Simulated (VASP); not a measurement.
# Settings for CaSe: deformation potentials

CaSe, F-43m (no. 216), 2 atoms in the cell. PBE, strained cells; PAW potentials Se, Ca_sv (PBE set). VASP 6.6.1.

Wanted: gap against ln V within 0.1 eV.

The series start from Relative volume step: 0.02; Cutoff (eV): 340; k-point spacing (1/Å): 0.3. Each series keeps the choices made before it, and each single choice may use up half of a tolerance. Times cover all steps of a run.

## Relative volume step

| Relative volume step | Gap against ln V (eV) | Time (s) |
|---|---|---|
| 0.06 | -3.04 | 46 |
| 0.02 | -3.08 | 44 |
| 0.01 (reference) | -3.08 | 45 |

## Cutoff (eV)

| Cutoff (eV) | Gap against ln V (eV) | Time (s) |
|---|---|---|
| 220 | -2.88 | 34 |
| 270 | -3.04 | 47 |
| 340 | -3.04 | 46 |
| 430 (reference) | -3.04 | 50 |

## k-point spacing (1/Å)

| k-point spacing (1/Å) | Gap against ln V (eV) | Time (s) |
|---|---|---|
| 0.9 | -3.17 | 30 |
| 0.5 | -3.07 | 35 |
| 0.3 | -3.04 | 47 |
| 0.2 (reference) | -3.05 | 61 |

## Question

The rows run from the loosest to the tightest. For each series: choose the loosest value from which every tighter one stays within half of the tolerance.

## Answer

- Relative volume step: 0.06
- Cutoff (eV): 270
- k-point spacing (1/Å): 0.5

## All choices together

| Input | Gap against ln V (eV) | Time (s) |
|---|---|---|
| quick settings (naive) | -2.89 | 21 |
| chosen settings | -3.07 | 35 |
| reference settings throughout | -3.02 | 66 |

The tolerance is met.

## The input

INCAR.step1:
```
SYSTEM = CaSe
PREC = Accurate
ENCUT = 400
EDIFF = 1E-7
ISMEAR = 0
SIGMA = 0.05
ALGO = Normal
LREAL = .FALSE.
LASPH = .TRUE.
NELM = 100
LWAVE = .FALSE.
LCHARG = .FALSE.
IBRION = 2
NSW = 30
ISIF = 3
EDIFFG = -0.005
KPAR = 4
```

INCAR.step2:
```
SYSTEM = CaSe
PREC = Accurate
ENCUT = 270
EDIFF = 1E-6
ISMEAR = 0
SIGMA = 0.05
ALGO = Normal
LREAL = .FALSE.
LASPH = .TRUE.
NELM = 100
LWAVE = .FALSE.
LCHARG = .FALSE.
KPAR = 4
```

INCAR.step7, as INCAR.step2 but for:
```
+ IBRION = 2
+ NSW = 15
+ EDIFFG = -0.005
```

KPOINTS.step1:
```
k-points
0
Gamma
  6 6 6
```

KPOINTS.step2:
```
Automatic mesh
0
Gamma
  4 4 4
  0 0 0
```

POSCAR.step1:
```
CaSe
1.0
    0.0000000000      3.3000000000      3.3000000000
    3.3000000000      0.0000000000      3.3000000000
    3.3000000000      3.3000000000      0.0000000000
Se Ca
1 1
Direct
    0.7500000000      0.7500000000      0.7500000000
    0.0000000000      0.0000000000      0.0000000000
```

POSCAR.step2:
```
CaSe
1.0
    0.0000000000      3.2971302531      3.2971302531
    3.2971302531      0.0000000000      3.2971302531
    3.2971302531      3.2971302531      0.0000000000
Se Ca
1 1
Direct
    0.7500000000      0.7500000000      0.7500000000
    0.0000000000      0.0000000000      0.0000000000
```

POSCAR.step3:
```
CaSe
1.0
    0.0000000000      3.3617962832      3.3617962832
    3.3617962832      0.0000000000      3.3617962832
    3.3617962832      3.3617962832      0.0000000000
Se Ca
1 1
Direct
    0.7500000000      0.7500000000      0.7500000000
    0.0000000000      0.0000000000      0.0000000000
```

POSCAR.step4:
```
CaSe
1.0
    0.0000000000      3.2298229945      3.2298229945
    3.2298229945      0.0000000000      3.2298229945
    3.2298229945      3.2298229945      0.0000000000
Se Ca
1 1
Direct
    0.7500000000      0.7500000000      0.7500000000
    0.0000000000      0.0000000000      0.0000000000
```

POSCAR.step5:
```
CaSe
1.0
    0.0000000000      3.2476732993      3.3960441606
    3.2476732993      0.0000000000      3.3960441606
    3.2476732993      3.2476732993      0.0000000000
Se Ca
1 1
Direct
    0.7500000000      0.7500000000      0.7500000000
    0.0000000000      0.0000000000      0.0000000000
```

POSCAR.step6:
```
CaSe
1.0
    0.0000000000      3.3465872069      3.1982163455
    3.3465872069      0.0000000000      3.1982163455
    3.3465872069      3.3465872069      0.0000000000
Se Ca
1 1
Direct
    0.7500000000      0.7500000000      0.7500000000
    0.0000000000      0.0000000000      0.0000000000
```

POSCAR.step7:
```
CaSe
1.0
    0.0989139076      3.3465872069      3.3465872069
    3.3465872069      0.0989139076      3.3465872069
    3.3465872069      3.3465872069      0.0989139076
Se Ca
1 1
Direct
    0.7500000000      0.7500000000      0.7500000000
    0.0000000000      0.0000000000      0.0000000000
```

POSCAR.step8:
```
CaSe
1.0
   -0.0989139076      3.2476732993      3.2476732993
    3.2476732993     -0.0989139076      3.2476732993
    3.2476732993      3.2476732993     -0.0989139076
Se Ca
1 1
Direct
    0.7500000000      0.7500000000      0.7500000000
    0.0000000000      0.0000000000      0.0000000000
```

Commands (each step's output is kept before the next begins):
```
cat potpaw_PBE.64/Se/POTCAR potpaw_PBE.64/Ca_sv/POTCAR > POTCAR
cp INCAR.step1 INCAR
cp KPOINTS.step1 KPOINTS
cp POSCAR.step1 POSCAR
mpirun -np 4 vasp_std > vasp.out
rm WAVECAR CHG
cp INCAR.step2 INCAR
cp KPOINTS.step2 KPOINTS
cp POSCAR.step2 POSCAR
mpirun -np 4 vasp_std > vasp.out
rm WAVECAR CHG
cp POSCAR.step3 POSCAR
mpirun -np 4 vasp_std > vasp.out
rm WAVECAR CHG
cp POSCAR.step4 POSCAR
mpirun -np 4 vasp_std > vasp.out
rm WAVECAR CHG
cp POSCAR.step5 POSCAR
mpirun -np 4 vasp_std > vasp.out
rm WAVECAR CHG
cp POSCAR.step6 POSCAR
mpirun -np 4 vasp_std > vasp.out
rm WAVECAR CHG
cp INCAR.step7 INCAR
cp POSCAR.step7 POSCAR
mpirun -np 4 vasp_std > vasp.out
rm WAVECAR CHG
cp POSCAR.step8 POSCAR
mpirun -np 4 vasp_std > vasp.out
```

Limits: b and d are read from the valence top without spin-orbit coupling.

The chosen input took VASP 6.6.1 35 s on 4 cores (Intel Xeon 6975P-C (Granite Rapids)), a shared host.
